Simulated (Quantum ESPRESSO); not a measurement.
# CoO: a ladder in cutoff, mesh and threshold together, part 2 of 2

Aim: see how far moments and order energies of CoO move with cutoff, mesh and threshold together, and what each rung costs.

Quantum ESPRESSO 7.5; PBE; plane waves with GBRV 1.5 PBE potentials, no spin-orbit coupling (settings of the first rung).

So far, largest spin moment in the atom's sphere (μB): step 2 (rung 1, start ferro +) 2.37; step 4 (rung 2, start ferro +) 2.46; step 5 (rung 2, start antiferro q=(1/2,1/2,1/2) +-) 2.38; step 6 (rung 3, start ferro +) 2.50; step 7 (rung 3, start antiferro q=(1/2,1/2,1/2) +-) 2.38.

### 8. Rung 4, start ferro +

Contents of pw.in:

```
&CONTROL
  calculation = 'scf'
  prefix = 'pwscf'
  outdir = './tmp'
  pseudo_dir = './pseudo'
  disk_io = 'nowf'
/
&SYSTEM
  ibrav = 0
  nat = 2
  ntyp = 2
  ecutwfc = 52
  ecutrho = 364
  nbnd = 20
  occupations = 'smearing'
  smearing = 'fd'
  degauss = 0.00734986
  nspin = 2
  starting_magnetization(1) = 0.1765
  starting_magnetization(2) = 0
/
&ELECTRONS
  conv_thr = 2d-10
  electron_maxstep = 150
  mixing_beta = 0.3
/
ATOMIC_SPECIES
Co     58.9332 co_pbe_v1.2.uspp.F.UPF
O      15.9990 o_pbe_v1.2.uspp.F.UPF
CELL_PARAMETERS angstrom
   1.5054695445    0.8691832468    2.4399269062
  -1.5054695445    0.8691832468    2.4399269062
   0.0000000000   -1.7383664936    2.4399269062
ATOMIC_POSITIONS crystal
Co      0.0000000000    0.0000000000    0.0000000000
O       0.5000000000    0.5000000000    0.5000000000
K_POINTS automatic
12 12 12 0 0 0
```

On the command line:

```bash
OMP_NUM_THREADS=1 mpirun -n 2 pw.x -nk 2 -in pw.in > pw.out
```

What it wrote:

```text
     [... lines left out ...]
Program PWSCF v.7.5 starts
     [... lines left out ...]
     number of atoms/cell      =            2
     [... lines left out ...]
     number of electrons       =        23.00
     number of Kohn-Sham states=           20
     kinetic-energy cutoff     =      52.0000  Ry
     charge density cutoff     =     364.0000  Ry
     scf convergence threshold =      2.0E-10
     [... lines left out ...]
     12 Sym. Ops., with inversion, found
     [... lines left out ...]
     number of k points=   189  Fermi-Dirac smearing, width (Ry)=  0.0073
     [... lines left out ...]
     iteration # 17     ecut=    52.00 Ry     beta= 0.30
     [... lines left out ...]
     Magnetic moment per site  (integrated on atomic sphere of radius R)
     atom   1 (R=0.292)  charge= 14.6027  magn=  2.5108
     atom   2 (R=0.292)  charge=  5.7573  magn=  0.3275
     [... lines left out ...]
     the Fermi energy is    14.0601 ev
!    total energy              =    -330.72183123 Ry
     estimated scf accuracy    <          1.1E-10 Ry
     smearing contrib. (-TS)   =      -0.00808777 Ry
     [... lines left out ...]
     total magnetization       =     2.94 Bohr mag/cell
     absolute magnetization    =     2.96 Bohr mag/cell
     convergence has been achieved in  17 iterations
```

Wall time 57 s (2 MPI ranks of Arm Neoverse V1, shared host); peak memory 0.25 GiB.

Read from the output:

| Property | Result |
| --- | --- |
| magnetization | 2.941 μB |
| final state | ferromagnetic |
| largest moment | 2.511 μB |

### 9. Rung 4, start antiferro q=(1/2,1/2,1/2) +-

Contents of pw.in:

```
&CONTROL
  calculation = 'scf'
  prefix = 'pwscf'
  outdir = './tmp'
  pseudo_dir = './pseudo'
  disk_io = 'nowf'
/
&SYSTEM
  ibrav = 0
  nat = 4
  ntyp = 3
  ecutwfc = 52
  ecutrho = 364
  nbnd = 32
  occupations = 'smearing'
  smearing = 'fd'
  degauss = 0.00734986
  nspin = 2
  starting_magnetization(1) = 0.1765
  starting_magnetization(2) = -0.1765
  starting_magnetization(3) = 0
/
&ELECTRONS
  conv_thr = 4d-10
  electron_maxstep = 150
  mixing_beta = 0.3
/
ATOMIC_SPECIES
Co1    58.9332 co_pbe_v1.2.uspp.F.UPF
Co2    58.9332 co_pbe_v1.2.uspp.F.UPF
O      15.9990 o_pbe_v1.2.uspp.F.UPF
CELL_PARAMETERS angstrom
   3.0109390890    1.7383664936    4.8798538124
   0.0000000000    1.7383664936    4.8798538124
   1.5054695445   -0.8691832468    4.8798538124
ATOMIC_POSITIONS crystal
Co1     0.0000000000    0.0000000000    0.0000000000
Co2     0.5000000000    0.0000000000    0.0000000000
O       0.7500000000    0.5000000000    0.5000000000
O       0.2500000000    0.5000000000    0.5000000000
K_POINTS automatic
6 12 12 0 0 0
```

What it wrote:

```text
     [... lines left out ...]
Program PWSCF v.7.5 starts
     [... lines left out ...]
     number of atoms/cell      =            4
     [... lines left out ...]
     number of electrons       =        46.00
     number of Kohn-Sham states=           32
     kinetic-energy cutoff     =      52.0000  Ry
     charge density cutoff     =     364.0000  Ry
     scf convergence threshold =      4.0E-10
     [... lines left out ...]
     12 Sym. Ops., with inversion, found
     [... lines left out ...]
     number of k points=    98  Fermi-Dirac smearing, width (Ry)=  0.0073
     [... lines left out ...]
     iteration # 17     ecut=    52.00 Ry     beta= 0.30
     [... lines left out ...]
     Magnetic moment per site  (integrated on atomic sphere of radius R)
     atom   1 (R=0.146)  charge= 14.6174  magn=  2.3843
     atom   2 (R=0.146)  charge= 14.6174  magn= -2.3843
     atom   3 (R=0.146)  charge=  5.7461  magn= -0.0000
     atom   4 (R=0.146)  charge=  5.7461  magn= -0.0000
     [... lines left out ...]
     the Fermi energy is    14.0214 ev
!    total energy              =    -661.46206395 Ry
     estimated scf accuracy    <          5.9E-11 Ry
     smearing contrib. (-TS)   =      -0.01540941 Ry
     [... lines left out ...]
     total magnetization       =     0.00 Bohr mag/cell
     absolute magnetization    =     5.12 Bohr mag/cell
     convergence has been achieved in  17 iterations
```

It took 6.4 min on 2 MPI ranks; peak memory 0.46 GiB.

Read from the output:

```
magnetization  : 0 μB
final state    : antiferromagnetic
largest moment : 2.384 μB
```

### 10. Side by side

Ladder, by row:

```tsv
rung	cutoff (eV)	mesh	state from the first start	state from the second start	second less first (meV a seeded atom)	moment, first (μB)	moment, second (μB)	CPU time (s)
1	299	4x4x4	ferromagnetic	antiferromagnetic	-30.22	2.368	2.392	21.98
2	408	6x6x6	ferromagnetic	antiferromagnetic	-121.5	2.456	2.376	54.75
3	544	8x8x8	ferromagnetic	antiferromagnetic	-124.4	2.504	2.384	173.5
4	707	12x12x12	ferromagnetic	antiferromagnetic	-125.2	2.511	2.384	883.1
```

### 11. Summary of results

* range of the largest moment, first start: 2.37 to 2.51 μB; second start 2.38 to 2.39 μB
* range of CPU time: 22 s to 15 min
* range of the energy difference: -125 to -30.2 meV a seeded atom
* first rung that agrees with the last (margins below): 3

**Reading.** From rung 3 on the states are those of the last rung, the moments stay within 0.05 μB of it and the difference within 6.3 meV; rung 3 took 20 % of its CPU time. Energies are free energies at an electronic temperature of 1160 K, which lowers moments and differences where the moments are itinerant. No Hubbard term acts here. In such compounds local and semilocal functionals without one often delocalise the d electrons, and can shrink or lose moments and miss the size, sign and order of the couplings. The smearing term is large for its width, so states at the Fermi level are partly filled: at this level the cell is a metal or has a gap of a few widths at most.

[Logs and program files are shortened in this print: banners, set-up blocks, solver, clock and traceback lines can be left out without a mark of their own.]

[Logs are printed without paths, hosts, clocks, repeated set-up lines and the standing remarks that a program may print on its own settings, such as how far it seeks lower states.]

[Hosts, paths, dates, database ids (printed as entryN), source tags and the programs' standing remarks are cut or masked in the printed files.]

[Where a cell is said to come from a database of computed structures, the database is the Materials Project.]
